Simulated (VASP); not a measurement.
Here is a VASP 6.6.1 calculation.

The input INCAR:

```
ALGO     = Normal         # electronic algorithm
EDIFF    = 1E-6           # SCF threshold, eV
ENCUT    = 520            # plane-wave cutoff, eV
ISIF     = 2              # what is computed and relaxed
ISMEAR   = -1             # smearing method
LASPH    = True           # aspherical terms in the spheres
LCHARG   = False          # write CHGCAR
LMIXTAU  = True         
LREAL    = False          # projectors in reciprocal space
LWAVE    = False          # write WAVECAR
METAGGA  = TPSS           # meta-GGA
NELM     = 60             # most SCF steps
PREC     = Accurate       # precision mode
SIGMA    = 0.05           # smearing width, eV
```

File KPOINTS:

```
k-points
0
Gamma
  8 8 8
```

POSCAR

```
PbS
1.0
    0.0000000000      2.9657500000      2.9657500000
    2.9657500000      0.0000000000      2.9657500000
    2.9657500000      2.9657500000      0.0000000000
Pb S
1 1
Direct
    0.0000000000      0.0000000000      0.0000000000
    0.5000000000      0.5000000000      0.5000000000
```

File KPOINTS_OPT:

```
path GXWKGLUWLK,UX
15
line-mode
reciprocal
 0.0000000000  0.0000000000  0.0000000000  G
 0.5000000000  0.0000000000  0.5000000000  X

 0.5000000000  0.0000000000  0.5000000000  X
 0.5000000000  0.2500000000  0.7500000000  W

 0.5000000000  0.2500000000  0.7500000000  W
 0.3750000000  0.3750000000  0.7500000000  K

 0.3750000000  0.3750000000  0.7500000000  K
 0.0000000000  0.0000000000  0.0000000000  G

 0.0000000000  0.0000000000  0.0000000000  G
 0.5000000000  0.5000000000  0.5000000000  L

 0.5000000000  0.5000000000  0.5000000000  L
 0.6250000000  0.2500000000  0.6250000000  U

 0.6250000000  0.2500000000  0.6250000000  U
 0.5000000000  0.2500000000  0.7500000000  W

 0.5000000000  0.2500000000  0.7500000000  W
 0.5000000000  0.5000000000  0.5000000000  L

 0.5000000000  0.5000000000  0.5000000000  L
 0.3750000000  0.3750000000  0.7500000000  K

 0.6250000000  0.2500000000  0.6250000000  U
 0.5000000000  0.0000000000  0.5000000000  X
```

Potentials or basis: VASP PAW PBE potentials, release 64 (Pb_d, S).

Command:

```console
$ cat potpaw_PBE.64/Pb_d/POTCAR potpaw_PBE.64/S/POTCAR > POTCAR
$ mpirun -np 1 vasp_std > vasp.out
```

What does it give for the band gap along the path?

0.36 eV, direct.

Predict the pressure.

1.7 GPa.

Predict the band gap on the k mesh.

0.36 eV, direct.

Levels at the corners of the path, in eV from the valence-band top:
```csv
point,band 7,band 8,band 9,band 10,band 11,band 12,band 13,band 14
Γ,-6.03,-2.21,-2.21,-2.21,5.36,5.36,5.36,6.79
X,-7.16,-5.30,-3.49,-3.49,3.76,5.65,5.82,5.82
X,-7.16,-5.30,-3.49,-3.49,3.76,5.65,5.82,5.82
W,-7.92,-4.51,-4.51,-1.05,2.32,4.68,4.68,8.26
W,-7.92,-4.51,-4.51,-1.05,2.32,4.68,4.68,8.26
K,-7.96,-4.87,-2.99,-2.51,3.36,4.27,5.10,6.26
K,-7.96,-4.87,-2.99,-2.51,3.36,4.27,5.10,6.26
Γ,-6.03,-2.21,-2.21,-2.21,5.36,5.36,5.36,6.79
Γ,-6.03,-2.21,-2.21,-2.21,5.36,5.36,5.36,6.79
L,-8.87,-1.84,-1.84,0.00,0.36,2.08,2.08,8.56
L,-8.87,-1.84,-1.84,0.00,0.36,2.08,2.08,8.56
U,-7.96,-4.87,-2.99,-2.51,3.36,4.27,5.10,6.26
U,-7.96,-4.87,-2.99,-2.51,3.36,4.27,5.10,6.26
W,-7.92,-4.51,-4.51,-1.05,2.32,4.68,4.68,8.26
W,-7.92,-4.51,-4.51,-1.05,2.32,4.68,4.68,8.26
L,-8.87,-1.84,-1.84,0.00,0.36,2.08,2.08,8.56
L,-8.87,-1.84,-1.84,0.00,0.36,2.08,2.08,8.56
K,-7.96,-4.87,-2.99,-2.51,3.36,4.27,5.10,6.26
U,-7.96,-4.87,-2.99,-2.51,3.36,4.27,5.10,6.26
X,-7.16,-5.30,-3.49,-3.49,3.76,5.65,5.82,5.82
```

Caveat: the PAW data sets were made with another functional, which shifts forces and pressure a little; spin-orbit coupling is left out, which as a rule narrows the gap of such compounds by several tenths of an eV.
